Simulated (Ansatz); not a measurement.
## Be: from a trial structure to a relaxed crystal

Level of theory: DFT PBE, scalar-relativistic, plane waves, PAW (Ansatz). Cutoff 420 eV, Γ-centred k mesh, Gaussian smearing, no spin polarisation in the final step.

Be was placed on the indium (bct) structure type (I4/mmm, No. 139), at a guessed volume.

```xyz
1
Lattice="-1.1072 1.1072 1.6844 1.1072 -1.1072 1.6844 1.1072 1.1072 -1.6844" Properties=species:S:1:pos:R:3 pbc="T T T"
Be    0.0000    0.0000    0.0000
```

Cell and atoms relax at zero pressure; the relaxation can't lower the symmetry of the start. After a coarse first stage the cell is made exact in the group found at 0.06 Å.

Energies count from the standard state of Be at the same level.

Task: Describe the relaxed structure.

Result: It ends in Fm-3m (No. 225). The result has the fcc structure. Conventional cell: a = 3.158 Å. Be is coordinated by 12 Be at 2.23 Å.

```cif
data_structure
_symmetry_space_group_name_H-M 'Fm-3m'
_symmetry_Int_Tables_number 225
_cell_length_a 3.1581
_cell_length_b 3.1581
_cell_length_c 3.1581
_cell_angle_alpha 90.000
_cell_angle_beta 90.000
_cell_angle_gamma 90.000
_cell_volume 31.50
loop_
_atom_site_label
_atom_site_type_symbol
_atom_site_symmetry_multiplicity
_atom_site_Wyckoff_symbol
_atom_site_fract_x
_atom_site_fract_y
_atom_site_fract_z
_atom_site_occupancy
Be1 Be 4 a 0.00000 0.00000 0.00000 1
```

Task: What are its volume, energy, density and gap?

Result: The volume per atom is 7.87 Å³ and the density is 1.90 g/cm³. The energy over the standard structure is 0.08 eV/atom and the gap on the 22×22×22 mesh is 0 eV (a metal).

The final run used a 22×22×22 mesh on its 1-atom cell and 0.10 eV smearing. For metals, differences of a few meV/atom aren't resolved. A later test with randomly moved atoms came back to it.